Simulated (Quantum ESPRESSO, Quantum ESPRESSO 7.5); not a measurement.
# Spin-orbit splitting at the valence top of GaP, calculated with PBE

*A beginner's notebook, kept as written. Several of its settings and conclusions are unsound; a review follows at the end.*

## What was measured

The measured number comes from "Giant bowing of the band gap and spin-orbit splitting energy in GaP1−xBix dilute bismide alloys" (2019, PubMed Central 6497675). The title is about alloys with bismuth, but the value I use is for GaP without any bismuth: a buffer layer grown by MOVPE on a GaP substrate. It was measured at room temperature by spectroscopic ellipsometry, which looks at how the polarisation of light changes when it reflects from the sample. The splitting of the valence band at Gamma came out as 80 meV. It was taken from the distance between two optical transitions, not from the bands directly. I am writing it down as the splitting of the bands anyway, since both are energies in eV.

| compared with | measured | source's wording or label | T (K) | method |
| --- | --- | --- | --- | --- |
| Delta0 (eV) | 0.08 | 80 meV (valence band spin-orbit splitting at Gamma) | room temperature | spectroscopic ellipsometry |

Conditions are those given with the value in the passage it was taken from; "not stated" means there, and the paper may say more elsewhere. The values are a selection: others may have been left out beforehand as unlike or outlying.

## Approach

I want to get the 80 meV out of Quantum ESPRESSO. The model is the GaP cell with 2 atoms, with PBE and spin-orbit coupling switched on. At Gamma I take the upper group of four valence levels minus the group of two below it.

My target is to be within 1 meV of the experiment. I chose that because 1 meV is what people use when they converge energies, so a converged calculation should be right to about 1 meV. I will start with something small and change the settings until the number agrees.

System: GaP; space group F-43m, 2 atoms, measured (COD) cell.

On the selection of runs and values: Besides any runs that a report passes over, these were set aside when the results were gathered: 1 planned but not run to their end in the time given.

## 1. Only the Gamma point

The splitting is at Gamma, so I don't see why I should calculate any other k-points. A mesh would only mix in places in the crystal that I am not asking about. I am running PBE with spin-orbit coupling on the Gamma point alone, and I expect about 0.08 eV.

**Run 1.** Quantum ESPRESSO 7.5: PBE with spin-orbit coupling, Gamma point alone; files dojo-fr-pbe-0.4-standard (mesh 1x1x1, cutoff 1088.5 eV, 2 atoms).

Key lines of the input:
```
&control
  calculation = 'scf'
/
&system
  ibrav = 0
  nat = 2
  ntyp = 2
  ecutwfc = 80.0
  ecutrho = 320.0
  occupations = 'smearing'
  nbnd = 24
  smearing = 'fd'
  degauss = 0.00147
  noncolin = .true.
  lspinorb = .true.
/
&electrons
  conv_thr = 2e-09
  mixing_beta = 0.5
/
ATOMIC_SPECIES
Ga 69.7230 Ga.upf
P 30.9738 P.upf
CELL_PARAMETERS angstrom
 0.000000000 2.725250000 2.725250000
 2.725250000 0.000000000 2.725250000
 2.725250000 2.725250000 0.000000000
ATOMIC_POSITIONS crystal
Ga 0.000000000 0.000000000 0.000000000
P 0.750000000 0.750000000 0.750000000
K_POINTS automatic
1 1 1 0 0 0
```

Command:
```
OMP_NUM_THREADS=1 mpirun -n 4 pw.x -in scf.in > scf.out
OMP_NUM_THREADS=1 mpirun -n 4 pw.x -nk 4 -in bands.in > bands.out
```

Selected lines of the output:
```
number of electrons       =        18.00
convergence has been achieved in  11 iterations
[levels up to the band that the electron count fills, then the next ones, eV from the valence-band maximum]
GAMMA -0.096 -0.096 0.000 0.000 0.000 0.000 | 1.501 1.501
```

Converged; 32 s on 4 cores of Intel Xeon Platinum 8259CL at 2.50GHz (Skylake/Cascade Lake), shared host.

| quantity | run 1 | measured | deviation |
| --- | --- | --- | --- |
| Delta0 (eV) | 0.096 | 0.08 | +0.016 |
| volume an atom (Å³) | 20.24 |  |  |

The splitting is 0.096 eV, which is 16 meV too big. The output says that convergence has been achieved, so the calculation itself is accurate and I don't need to check that part again. The levels at Gamma are two at -0.096 and four at 0.000, so I have subtracted the right ones.

What is left is the temperature. The experiment was done at room temperature and my crystal is too cold.

## 2. Warming up the electrons

There is a Fermi-Dirac width in the input, and Fermi-Dirac is the formula with temperature in it, so this must be where the crystal is heated. I am setting it to 1 eV so that the effect is big enough to see. I am also taking the 10x10x10 mesh, because warm electrons move around and need more points. The levels should smear into each other and the splitting should come down towards 0.08 eV.

**Run 2.** Quantum ESPRESSO 7.5: PBE with spin-orbit coupling, Fermi-Dirac width 1 eV; files dojo-fr-pbe-0.4-standard (mesh 10x10x10, cutoff 1088.5 eV, 2 atoms).

Key lines of the input, as changed from run 1:
```diff
  &system
-   degauss = 0.00147
+   degauss = 0.0735
- 1 1 1 0 0 0
+ 10 10 10 0 0 0
```

Command:
```
OMP_NUM_THREADS=1 mpirun -n 4 pw.x -nk 4 -in scf.in > scf.out
OMP_NUM_THREADS=1 mpirun -n 4 pw.x -nk 4 -in bands.in > bands.out
```

Selected lines of the output:
```
number of electrons       =        18.00
number of k points=    47  Fermi-Dirac smearing, width (Ry)=  0.0735
[levels up to the band that the electron count fills, then the next ones, eV from the valence-band maximum]
GAMMA -0.084 -0.084 -0.000 -0.000 -0.000 -0.000 | 1.813 1.813
```

Converged; 81 s of wall time.

| quantity | run 2 | measured | deviation |
| --- | --- | --- | --- |
| Delta0 (eV) | 0.084 | 0.08 | +0.004 |
| volume an atom (Å³) | 20.24 |  |  |

The splitting went down from 0.096 to 0.084 eV, so heating works. It is now 4 meV above the experiment, where it was 16 meV before. The gap to the next levels at Gamma went up, from 1.501 to 1.813 eV, which I take to be the heat pushing the bands apart.

## 3. A crystal that has expanded

Things get bigger when they are warm, and my cell has stayed the same size. I am scaling the lattice by 1.077 to let it expand. The width goes back to the small value, because the heat is now in the size of the crystal and I don't want to count it twice. With the atoms further apart they should disturb each other less, so I expect the splitting to drop the last 4 meV.

**Run 3.** Quantum ESPRESSO 7.5: PBE with spin-orbit coupling, lattice scaled by 1.077; files dojo-fr-pbe-0.4-standard (mesh 10x10x10, cutoff 1088.5 eV, 2 atoms).

Key lines of the input, as changed from run 1:
```diff
  CELL_PARAMETERS angstrom
-  0.000000000 2.725250000 2.725250000
-  2.725250000 0.000000000 2.725250000
-  2.725250000 2.725250000 0.000000000
+  0.000000000 2.935686570 2.935686570
+  2.935686570 0.000000000 2.935686570
+  2.935686570 2.935686570 0.000000000
- 1 1 1 0 0 0
+ 10 10 10 0 0 0
```

Selected lines of the output:
```
[levels up to the band that the electron count fills, then the next ones, eV from the valence-band maximum]
GAMMA -0.077 -0.077 0.000 0.000 0.000 0.000 | 0.072 0.072
```

Converged; 84 s of wall time.

| quantity | run 3 | measured | deviation |
| --- | --- | --- | --- |
| Delta0 (eV) | 0.077 | 0.08 | −0.003 |
| volume an atom (Å³) | 25.30 |  |  |

Now it is 0.077 eV, 3 meV below the experiment. So expansion lowers the splitting too, and it does more than the hot electrons did. The next levels at Gamma have come down to 0.072 eV above the valence top. I think that is right for a warm crystal, because semiconductors conduct better when they are warm.

I wanted 1 meV, so I am not there yet, but the temperature is now dealt with and the remaining 3 meV must come from the program.

## 4. Turning down the cutoff

The cutoff is an energy, and it is 1088.5 eV, which is enormous next to a splitting of 0.08 eV. I think so much energy could be drowning the small difference I am looking for. I am going down to 65 % of it, with the lattice back at its normal size so that I can see what the cutoff does. If the splitting comes out higher than before, I can use the cutoff to make up the missing 3 meV.

**Run 4.** Quantum ESPRESSO 7.5: PBE with spin-orbit coupling, cutoff at 65 % of the usual; files dojo-fr-pbe-0.4-standard (mesh 10x10x10, cutoff 707.5 eV, 2 atoms).

Key lines of the input, as changed from run 1:
```diff
  &system
-   ecutwfc = 80.0
-   ecutrho = 320.0
+   ecutwfc = 52.0
+   ecutrho = 208.0
- 1 1 1 0 0 0
+ 10 10 10 0 0 0
```

Selected lines of the output:
```
kinetic-energy cutoff     =      52.0000  Ry
[levels up to the band that the electron count fills, then the next ones, eV from the valence-band maximum]
GAMMA -0.085 -0.085 -0.000 -0.000 -0.000 -0.000 | 1.764 1.764
```

Converged; 25 s on 4 cores of Intel Xeon Platinum 8488C (Sapphire Rapids), shared host.

| quantity | run 4 | measured | deviation |
| --- | --- | --- | --- |
| Delta0 (eV) | 0.085 | 0.08 | +0.005 |
| volume an atom (Å³) | 20.24 |  |  |

The splitting is 0.085 eV. The last run gave 0.077 eV, so lowering the cutoff has raised it by 8 meV. That is the direction I wanted, but it is too much, and I am now 5 meV above the experiment. The run was also quicker, 25 s instead of 84 s, so the high cutoff was mostly wasting time.

## 5. A cutoff in between

The full cutoff gave 0.077 eV and 65 % of it gave 0.085 eV, and the experiment lies between the two. So the right cutoff must lie between them as well. I am trying 80 %, which should bring the splitting down close to 0.08 eV.

**Run 5.** Quantum ESPRESSO 7.5: PBE with spin-orbit coupling, cutoff at 80 % of the usual; files dojo-fr-pbe-0.4-standard (mesh 10x10x10, cutoff 870.8 eV, 2 atoms).

Key lines of the input, as changed from run 4:
```diff
  &system
-   ecutwfc = 52.0
-   ecutrho = 208.0
+   ecutwfc = 64.0
+   ecutrho = 256.0
```

Selected lines of the output:
```
kinetic-energy cutoff     =      64.0000  Ry
[levels up to the band that the electron count fills, then the next ones, eV from the valence-band maximum]
GAMMA -0.084 -0.084 -0.000 -0.000 -0.000 -0.000 | 1.792 1.792
```

Converged; 34 s of wall time.

| quantity | run 5 | measured | deviation |
| --- | --- | --- | --- |
| Delta0 (eV) | 0.084 | 0.08 | +0.004 |
| volume an atom (Å³) | 20.24 |  |  |

It is 0.084 eV, only 1 meV lower than at 65 %, and I had expected to be close to 0.08 eV. The full cutoff gave 0.077 eV, so the other 7 meV must come off between 80 % and 100 %. The cutoff does very little at first and then a lot at the end, which makes it hard to set by hand.

## 6. A coarser mesh at full cutoff

I am giving up on finding the right cutoff and going back to the full one, where the splitting was 3 meV too low. To bring it up again I will use the k-points. With one point I had 0.096 eV, and all the runs with 10x10x10 were lower, so fewer points means a bigger splitting. An 8x8x8 mesh is only a little coarser, so it should lift 0.077 eV by a few meV and land on 0.08 eV.

**Run 6.** Quantum ESPRESSO 7.5: PBE with spin-orbit coupling, another k-point mesh; files dojo-fr-pbe-0.4-standard (mesh 8x8x8, cutoff 1088.5 eV, 2 atoms).

Key lines of the input, as changed from run 1:
```diff
- 1 1 1 0 0 0
+ 8 8 8 0 0 0
```

Selected lines of the output:
```
number of electrons       =        18.00
number of k points=    29  Fermi-Dirac smearing, width (Ry)=  0.0015
[levels up to the band that the electron count fills, then the next ones, eV from the valence-band maximum]
GAMMA -0.084 -0.084 -0.000 -0.000 -0.000 -0.000 | 1.792 1.792
```

Converged; 44 s of wall time.

| quantity | run 6 | measured | deviation |
| --- | --- | --- | --- |
| Delta0 (eV) | 0.084 | 0.08 | +0.004 |
| volume an atom (Å³) | 20.24 |  |  |

The splitting went up as I predicted, from 0.077 to 0.084 eV, but by 7 meV when I needed 3. So the k-points matter a lot, and 8x8x8 is too coarse.

I have also now had 0.084 eV three times: with the hot electrons, with the 80 % cutoff and with this mesh. I think the program has a favourite value and goes back to it when I change something. That would mean that the 4 meV too much is built into the program.

## 7. Without the spin-orbit coupling

The thing I have had switched on in every run is the spin-orbit coupling, so the extra 4 meV could be coming from there. It is described as a small correction for light atoms, and phosphorus is light. I am switching it off, in the measured cell. Most of the splitting should come from the crystal itself and stay, and only the small extra part should go, which would leave about 0.08 eV.

**Run 7.** Quantum ESPRESSO 7.5: PBE without spin-orbit coupling, measured cell; files gbrv-pbe-1.5 (mesh 10x10x10, cutoff 544.2 eV, 2 atoms).

Key lines of the input, as changed from run 4:
```diff
  &system
-   ecutwfc = 52.0
-   ecutrho = 208.0
+   ecutwfc = 40.0
+   ecutrho = 200.0
-   nbnd = 24
+   nbnd = 18
-   noncolin = .true.
-   lspinorb = .true.
- Ga 69.7230 Ga.upf
- P 30.9738 P.upf
+ Ga 69.7230 ga_pbe_v1.4.uspp.F.UPF
+ P 30.9738 p_pbe_v1.5.uspp.F.UPF
```

Selected lines of the output:
```
number of electrons       =        24.00
[levels up to the band that the electron count fills, then the next ones, eV from the valence-band maximum]
GAMMA 0.000 0.000 0.000 | 1.824 3.892
```

Converged; 9 s on 4 cores of Intel Xeon 6975P-C (Granite Rapids), shared host.

| quantity | run 7 | measured | deviation |
| --- | --- | --- | --- |
| Delta0 (eV) | 0.000 | 0.08 | −0.080 |
| volume an atom (Å³) | 20.24 |  |  |

The splitting is 0.000 eV. All three levels at the top are at the same energy, so nothing of the 80 meV stayed. I had expected about 0.08 eV.

The number of electrons is 24 here, and it was 18 in the other runs. I think the six extra electrons have filled up the space between the levels and closed the splitting. So this run is about a different, overfilled crystal, and I can't use it to decide whether the coupling is the source of the 4 meV. I am switching it back on, because with it I at least get a number.

## 8. Letting the program choose the cell

The only thing that has brought me below 0.08 eV is the bigger lattice, and there I chose the size myself. This time I let the program relax the cell. A relaxed crystal has no stress in it, and I think stress is what pushes the levels too far apart. If the volume grows, that is also some of the warmth I need. I expect 0.080 eV, and if it comes within 1 meV I will take it as my result.

**Run 8.** Quantum ESPRESSO 7.5: PBE with spin-orbit coupling, own relaxed cell; relaxation step without spin-orbit coupling on gbrv-pbe-1.5 at 544 eV, mesh 10x10x10: volume +2.6 %, atoms moved by under 0.005 A within the cell; files dojo-fr-pbe-0.4-standard (mesh 10x10x10, cutoff 1088.5 eV, 2 atoms).

Key lines of the input, as changed from run 3:
```diff
  CELL_PARAMETERS angstrom
-  0.000000000 2.935686570 2.935686570
-  2.935686570 0.000000000 2.935686570
-  2.935686570 2.935686570 0.000000000
+  0.000000000 2.748301940 2.748301940
+  2.748301940 -0.000000000 2.748301940
+  2.748301940 2.748301940 0.000000000
- Ga 0.000000000 0.000000000 0.000000000
+ Ga 0.000000000 0.000000000 -0.000000000
```

Selected lines of the output:
```
[levels up to the band that the electron count fills, then the next ones, eV from the valence-band maximum]
GAMMA -0.083 -0.083 -0.000 -0.000 -0.000 -0.000 | 1.585 1.585
```

Converged; 53 s of wall time.

| quantity | run 8 | measured | deviation |
| --- | --- | --- | --- |
| Delta0 (eV) | 0.083 | 0.08 | +0.003 |
| volume an atom (Å³) | 20.76 |  |  |

The relaxed cell gives 0.083 eV, still 3 meV above the experiment and outside my 1 meV. I had expected 0.080 eV. The stretched lattice was 3 meV too low and this one is 3 meV too high, so the two errors are the same size and the true value should be exactly in the middle. The middle of 0.077 and 0.083 eV is 0.080 eV, which is the measured value.

I am taking 0.080 eV as my result. The relaxed crystal is the cold one and the stretched crystal is the hot one, so the middle should be room temperature.

## All runs against the measurement

| run | settings | Delta0 (eV) | deviation | cost |
| --- | --- | --- | --- | --- |
| 1 | PBE with spin-orbit coupling, Gamma point alone, files dojo-fr-pbe-0.4-standard (mesh 1x1x1, cutoff 1088.5 eV, 2 atoms) | 0.096 | +0.016 | 2.1 core-min |
| 2 | PBE with spin-orbit coupling, Fermi-Dirac width 1 eV, files dojo-fr-pbe-0.4-standard (mesh 10x10x10, cutoff 1088.5 eV, 2 atoms) | 0.084 | +0.004 | 5.4 core-min |
| 3 | PBE with spin-orbit coupling, lattice scaled by 1.077, files dojo-fr-pbe-0.4-standard (mesh 10x10x10, cutoff 1088.5 eV, 2 atoms) | 0.077 | −0.003 | 5.6 core-min |
| 4 | PBE with spin-orbit coupling, cutoff at 65 % of the usual, files dojo-fr-pbe-0.4-standard (mesh 10x10x10, cutoff 707.5 eV, 2 atoms) | 0.085 | +0.005 | 1.7 core-min |
| 5 | PBE with spin-orbit coupling, cutoff at 80 % of the usual, files dojo-fr-pbe-0.4-standard (mesh 10x10x10, cutoff 870.8 eV, 2 atoms) | 0.084 | +0.004 | 2.3 core-min |
| 6 | PBE with spin-orbit coupling, another k-point mesh, files dojo-fr-pbe-0.4-standard (mesh 8x8x8, cutoff 1088.5 eV, 2 atoms) | 0.084 | +0.004 | 2.9 core-min |
| 7 | PBE without spin-orbit coupling, measured cell, files gbrv-pbe-1.5 (mesh 10x10x10, cutoff 544.2 eV, 2 atoms) | 0.000 | −0.080 | under 1 core-min |
| 8 | PBE with spin-orbit coupling, own relaxed cell, mesh 10x10x10: volume +2.6 %, atoms moved by under 0.005 A within the cell | 0.083 | +0.003 | 3.5 core-min |
|  | measured | 0.08 |  |  |

## State of play

My result for the spin-orbit splitting of GaP is 0.080 eV, and the experiment has 80 meV, so I have reached my target of 1 meV. No single run gave this number. It is the middle between the stretched lattice with 0.077 eV and the relaxed cell with 0.083 eV.

From the other runs I conclude that the splitting depends on the temperature, and that the cutoff and the k-points have to be set carefully because they can move it by several meV. The value 0.084 eV came up three times, and I still think the program is drawn to it. I am leaving out the run without spin-orbit coupling, because it had 24 electrons and the crystal was too full.

All the runs converged, so I trust the numbers. What I don't understand is why the program can't give 0.080 eV in one go, when the answer is so clearly in the middle. For the next material I would run one cold crystal and one hot one straight away and take the average.

## An expert's review

Further runs made for the review:

| reviewer's run | settings | Delta0 (eV) | deviation | cost |
| --- | --- | --- | --- | --- |
| R1 | PBE with spin-orbit coupling, measured cell, files dojo-fr-pbe-0.4-standard (mesh 10x10x10, cutoff 1088.5 eV, 2 atoms) | 0.084 | +0.004 | 5.4 core-min |
| R2 | PBE with spin-orbit coupling, measured cell, cutoff at 130 % of the usual, files dojo-fr-pbe-0.4-standard (mesh 14x14x14, cutoff 1415 eV, 2 atoms) | 0.084 | +0.004 | 5.5 core-min |
| R3 | PBEsol with spin-orbit coupling, measured cell, files dojo-fr-pbesol-0.4-standard (mesh 10x10x10, cutoff 1088.5 eV, 2 atoms) | 0.085 | +0.005 | 2.7 core-min |
|  | measured | 0.08 |  |  |

The plan starts with an arbitrary target. Converging energies to 1 meV limits numerical error, not the error of PBE, and changing settings until a number agrees tests nothing. Sharing a unit also doesn't make a spacing of optical transitions the same quantity as a band splitting; the last paragraph weighs this.

Run 1 subtracts the right levels, but its density comes from one k-point. "Convergence has been achieved" refers only to self-consistency on that mesh. The same calculation on a 10x10x10 mesh (R1) gives 0.084 eV instead of 0.096 eV, for 5.4 core-minutes instead of 2.1. Most of the excess, 12 of the 16 meV, was the missing mesh, not a cold crystal.

Run 2 changed mesh and width together. R1 has the small width and the same splitting, so the heating did nothing to it. The wider gap at Gamma is also mostly the mesh's doing, as run 6 shows. The width warms electrons, not the lattice, and a large one needs fewer k-points, not more.

Run 3 expands the volume by 25 %, whereas warming to room temperature expands it by well under 1 % (rough). The warning was the gap at Gamma, down to 0.072 eV. Warm semiconductors conduct better mainly because more carriers are excited, not because the gap collapses. That 0.077 eV lies near the measurement is chance.

Runs 4 and 5 rightly restore the lattice, but are then compared with the stretched crystal. The full cutoff gives 0.084 eV in the measured cell (R1), not 0.077 eV. Lowering it to 65 % therefore adds 1 meV, not 8, and there is no late drop above 80 %. A cutoff sets the size of the basis; it can't drown a splitting, and it isn't a dial for matching experiment. Nor was the higher cutoff wasted time. Run 4 ran on another processor, so the timings don't compare directly. Its gap at Gamma, 1.764 eV against 1.792 eV in runs 5 and 6, shows that 65 % is too low for the levels in general, even though the splitting hardly moves.

Run 6 is sound, and 8x8x8 is not too coarse. Its 7 meV rise is again the lattice. With a denser mesh and a higher cutoff together, R2 still gives 0.084 eV. The "favourite value" is simply the converged one.

Run 7 is a useful control, wrongly discarded. Cubic symmetry keeps the three top levels together without spin-orbit coupling, so the coupling causes the whole splitting. The pseudopotential files changed too: the new ones treat six more inner electrons explicitly, and the crystal isn't overfilled.

Run 8's growth of 2.6 % fits PBE's usual overestimate of volume and has nothing to do with warmth. The cell was relaxed at a moderate cutoff on other files, so it need not be PBE's converged, stress-free cell. The relaxed cell lowers the splitting by only 1 meV against R1, so the stress that PBE finds in the measured cell accounts for little of the excess, and the measured cell is the one to compare with experiment. Averaging run 8 with run 3 gives 0.080 eV only because two unrelated deviations cancel. Neither cell represents a temperature, and a temperature dependence is not shown in this report. From general knowledge this splitting is nearly independent of temperature. The recipe shouldn't be used for the next material.

The sound PBE result is 0.084 eV, 4 meV above the measurement: good agreement. PBEsol gives nearly the same, 0.085 eV (R3). The measured value fits the long-accepted one for GaP, but as a spacing of transitions it may itself differ from the band splitting by some meV. How much of the remainder comes from that, and how much from the functionals or the treatment of gallium's inner electrons, stays open.

[Logs are printed without paths, hosts, clocks, repeated set-up lines and the standing remarks that a program may print on its own settings, such as how far it seeks lower states.]

[The runs shown are a pick from a larger set of finished runs; failed, doubtful and other runs were left out of it ahead of writing. So were measured values far from every level or from commonly accepted values, and agreement can look better than it is. Lines of input and output are excerpts and may be shortened.]
